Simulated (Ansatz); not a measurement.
## ZnS under strain — electric field gradients

The cell is a COD entry, relaxed with PBE at fixed cell and then changed (z stretched by 1 %, ions relaxed).

```cif
data_structure
_symmetry_space_group_name_H-M 'P 1'
_symmetry_Int_Tables_number 1
_cell_length_a 3.8478
_cell_length_b 3.8478
_cell_length_c 3.8286
_cell_angle_alpha 60.165
_cell_angle_beta 60.165
_cell_angle_gamma 59.670
_cell_volume 40.08
loop_
_atom_site_label
_atom_site_type_symbol
_atom_site_fract_x
_atom_site_fract_y
_atom_site_fract_z
_atom_site_occupancy
Zn1 Zn 0.00000 0.00000 0.00000 1
S2 S 0.25000 0.25000 0.25000 1
```

Atoms are numbered from 1 in the order listed; like atoms form one site, named after its first atom.

The numbers come from a DFT calculation in Ansatz (PBE, plane waves and PAW, scalar-relativistic, 420 eV cutoff, Γ-centred 14×14×14 k-points, Fermi–Dirac smearing 0.02 eV).

Conventions: |V_zz| ≥ |V_yy| ≥ |V_xx|, η = (V_xx − V_yy)/V_zz, C_Q = eQV_zz/h.

⁶⁷Zn: I = 5/2, Q = 122.0 mb; ³³S: I = 3/2, Q = -69.40 mb. Nuclear quadrupole moments: year-2017 set (Pyykkö).

```json
{"site": "Zn", "atoms (order as listed)": "1", "first shell": "4 S at 2.35 Å", "V_zz (10²¹ V/m²)": "-0.18", "η": "0.00", "C_Q (MHz)": "-0.538"}
{"site": "S", "atoms (order as listed)": "2", "first shell": "4 Zn at 2.35 Å", "V_zz (10²¹ V/m²)": "0.21", "η": "0.00", "C_Q (MHz)": "-0.353"}
```

An axis of threefold or higher order runs through Zn and S, so V_zz lies along it and η is zero.
